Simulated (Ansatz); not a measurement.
Geometry optimisation in Ansatz: input, command and trajectory.

```yaml
crystal:
  lattice:
    - [0.0, 4.5320367816, 7.1992589526]
    - [2.2693778262, 0.0, 7.1992589526]
    - [2.2693778262, 4.5320367816, 0.0]
  atoms:
    - { symbol: Si, position: [0.561643399, 0.561643399, 0.938356601] }
    - { symbol: Si, position: [0.311643399, 0.311643399, 0.688356601] }
    - { symbol: Si, position: [0.688356601, 0.688356601, 0.311643399] }
    - { symbol: Si, position: [0.938356601, 0.938356601, 0.561643399] }
    - { symbol: O, position: [0.625, 0.125, 0.625] }
    - { symbol: O, position: [0.625, 0.625, 0.125] }
    - { symbol: O, position: [0.625, 0.625, 0.625] }
    - { symbol: O, position: [0.125, 0.625, 0.625] }
    - { symbol: O, position: [0.1746752084, 0.8253247916, 0.1746752084] }
    - { symbol: O, position: [0.8253247916, 0.1746752084, 0.8253247916] }
    - { symbol: O, position: [0.4246752084, 0.0753247916, 0.4246752084] }
    - { symbol: O, position: [0.0753247916, 0.4246752084, 0.0753247916] }
basis:
  ecutwfc: 420
kpoints:
  mp_grid: { grid: [6, 6, 6] }
hamiltonian:
  xc: pbe
scf:
  occupations: { method: gaussian, width: 0.02 }
output:
  forces: true
  stress: true
  eigenvalues: true
relax:
  adjacent_minimum: "off"
  f_tol: 0.01
  max_steps: 30
  cell: { stress_tol: 0.1, fix: [volume] }
```

```bash
ansatz run input.yaml --threads 2 --pin off --max-ram 5120MiB --backend cpu --events-out ev --progress --plain --runs-dir out
```

Theory: Ansatz, DFT PBE, scalar-relativistic, plane waves, PAW.

The volume is held at 0.88 times that of the relaxed cell.

Of 7 frames 6 are shown, positions in Å and forces in eV/Å; the SCF threshold varies from step to step. Steps run on the plane waves of an earlier cell, with a Pulay correction in the pressure. The basis is chosen afresh for the last frame, the zero of the energies, and at times for earlier ones too; energy and pressure can step there, also at an unchanged geometry. Where two frames share a geometry here, they differ by under 2 meV/atom and 0.3 GPa. The mark taken_back stands on steps that the optimiser undid.

```xyz
12
Lattice="0.0000 4.5320 7.1993 2.2694 0.0000 7.1993 2.2694 4.5320 0.0000" Properties=species:S:1:pos:R:3:forces:R:3 pbc="T T T" step=1 free_energy_over_end_meV_per_atom=3.64 pressure_GPa=20.59
Si    3.4041    6.7981    8.0868    0.0000    0.0000   -0.1106
Si    2.2694    4.5320    4.4872    0.0000    0.0000   -0.1106
Si    2.2694    4.5320    9.9113    0.0000    0.0000    0.1106
Si    3.4041    6.7981   13.5109    0.0000    0.0000    0.1106
O     1.7020    5.6650    5.3994    0.0000    0.0000    0.0000
O     1.7020    3.3990    8.9991    0.0000    0.0000    0.0000
O     2.8367    5.6650    8.9991    0.0000    0.0000    0.0000
O     2.8367    3.3990    5.3994    0.0000    0.0000    0.0000
O     2.2694    1.5833    7.1993    0.0000   -0.5260    0.0000
O     2.2694    7.4808    7.1993    0.0000    0.5260    0.0000
O     1.1347    3.8493    3.5996    0.0000   -0.5260    0.0000
O     1.1347    0.6827    3.5996    0.0000    0.5260    0.0000
12
Lattice="0.0000 4.5220 7.2110 2.2707 0.0000 7.2110 2.2707 4.5220 0.0000" Properties=species:S:1:pos:R:3:forces:R:3 pbc="T T T" step=2 free_energy_over_end_meV_per_atom=2.15 pressure_GPa=19.91
Si    3.4061    6.7830    8.0969    0.0000    0.0000   -0.1048
Si    2.2707    4.5220    4.4914    0.0000    0.0000   -0.1048
Si    2.2707    4.5220    9.9306    0.0000    0.0000    0.1048
Si    3.4061    6.7830   13.5361    0.0000    0.0000    0.1048
O     1.7030    5.6525    5.4082    0.0000    0.0000    0.0000
O     1.7030    3.3915    9.0137    0.0000    0.0000    0.0000
O     2.8384    5.6525    9.0137    0.0000    0.0000    0.0000
O     2.8384    3.3915    5.4082    0.0000    0.0000    0.0000
O     2.2707    1.5704    7.2110    0.0000   -0.3996    0.0000
O     2.2707    7.4736    7.2110    0.0000    0.3996    0.0000
O     1.1354    3.8314    3.6055    0.0000   -0.3996    0.0000
O     1.1354    0.6906    3.6055    0.0000    0.3996    0.0000
12
Lattice="0.0000 4.5076 7.2484 2.2662 0.0000 7.2484 2.2662 4.5076 0.0000" Properties=species:S:1:pos:R:3:forces:R:3 pbc="T T T" step=3 free_energy_over_end_meV_per_atom=0.50 pressure_GPa=17.71
Si    3.3993    6.7614    8.1250    0.0000    0.0000    0.3997
Si    2.2662    4.5076    4.5008    0.0000    0.0000    0.3997
Si    2.2662    4.5076    9.9960    0.0000    0.0000   -0.3997
Si    3.3993    6.7614   13.6202    0.0000    0.0000   -0.3997
O     1.6997    5.6345    5.4363    0.0000    0.0000    0.0000
O     1.6997    3.3807    9.0605    0.0000    0.0000    0.0000
O     2.8328    5.6345    9.0605    0.0000    0.0000    0.0000
O     2.8328    3.3807    5.4363    0.0000    0.0000    0.0000
O     2.2662    1.5371    7.2484    0.0000   -0.1008    0.0000
O     2.2662    7.4781    7.2484    0.0000    0.1008    0.0000
O     1.1331    3.7909    3.6242    0.0000   -0.1008    0.0000
O     1.1331    0.7167    3.6242    0.0000    0.1008    0.0000
12
Lattice="0.0000 4.4916 7.2544 2.2724 0.0000 7.2544 2.2724 4.4916 0.0000" Properties=species:S:1:pos:R:3:forces:R:3 pbc="T T T" step=4 free_energy_over_end_meV_per_atom=1.17 pressure_GPa=17.22 taken_back
Si    3.4086    6.7374    8.1415    0.0000    0.0000   -0.5108
Si    2.2724    4.4916    4.5143    0.0000    0.0000   -0.5108
Si    2.2724    4.4916    9.9946    0.0000    0.0000    0.5108
Si    3.4086    6.7374   13.6218    0.0000    0.0000    0.5108
O     1.7043    5.6145    5.4408    0.0000    0.0000    0.0000
O     1.7043    3.3687    9.0680    0.0000    0.0000    0.0000
O     2.8405    5.6145    9.0680    0.0000    0.0000    0.0000
O     2.8405    3.3687    5.4408    0.0000    0.0000    0.0000
O     2.2724    1.5205    7.2544    0.0000    0.2349    0.0000
O     2.2724    7.4626    7.2544    0.0000   -0.2349    0.0000
O     1.1362    3.7663    3.6272    0.0000    0.2349    0.0000
O     1.1362    0.7253    3.6272    0.0000   -0.2349    0.0000
12
Lattice="0.0000 4.5157 7.2431 2.2638 0.0000 7.2431 2.2638 4.5157 0.0000" Properties=species:S:1:pos:R:3:forces:R:3 pbc="T T T" step=5 free_energy_over_end_meV_per_atom=0.04 pressure_GPa=17.75
Si    3.3957    6.7735    8.1258    0.0000    0.0000    0.0410
Si    2.2638    4.5157    4.5042    0.0000    0.0000    0.0410
Si    2.2638    4.5157    9.9820    0.0000    0.0000   -0.0410
Si    3.3957    6.7735   13.6035    0.0000    0.0000   -0.0410
O     1.6979    5.6446    5.4323    0.0000    0.0000    0.0000
O     1.6979    3.3867    9.0539    0.0000    0.0000    0.0000
O     2.8298    5.6446    9.0539    0.0000    0.0000    0.0000
O     2.8298    3.3867    5.4323    0.0000    0.0000    0.0000
O     2.2638    1.5392    7.2431    0.0000   -0.0116    0.0000
O     2.2638    7.4921    7.2431    0.0000    0.0116    0.0000
O     1.1319    3.7970    3.6216    0.0000   -0.0116    0.0000
O     1.1319    0.7186    3.6216    0.0000    0.0116    0.0000
12
Lattice="0.0000 4.5173 7.2470 2.2617 0.0000 7.2470 2.2617 4.5173 0.0000" Properties=species:S:1:pos:R:3:forces:R:3 pbc="T T T" step=7 free_energy_over_end_meV_per_atom=0.00 pressure_GPa=17.74
Si    3.3926    6.7760    8.1314    0.0000    0.0000    0.0002
Si    2.2617    4.5173    4.5078    0.0000    0.0000    0.0002
Si    2.2617    4.5173    9.9862    0.0000    0.0000   -0.0002
Si    3.3926    6.7760   13.6097    0.0000    0.0000   -0.0002
O     1.6963    5.6467    5.4353    0.0000    0.0000    0.0000
O     1.6963    3.3880    9.0588    0.0000    0.0000    0.0000
O     2.8272    5.6467    9.0588    0.0000    0.0000    0.0000
O     2.8272    3.3880    5.4353    0.0000    0.0000    0.0000
O     2.2617    1.5395    7.2470    0.0000    0.0007    0.0000
O     2.2617    7.4952    7.2470    0.0000   -0.0007    0.0000
O     1.1309    3.7982    3.6235    0.0000    0.0007    0.0000
O     1.1309    0.7192    3.6235    0.0000   -0.0007    0.0000
```

The run took 74 s on 2 threads of Arm Neoverse V1, with other jobs on the host, peak memory 0.58 GiB.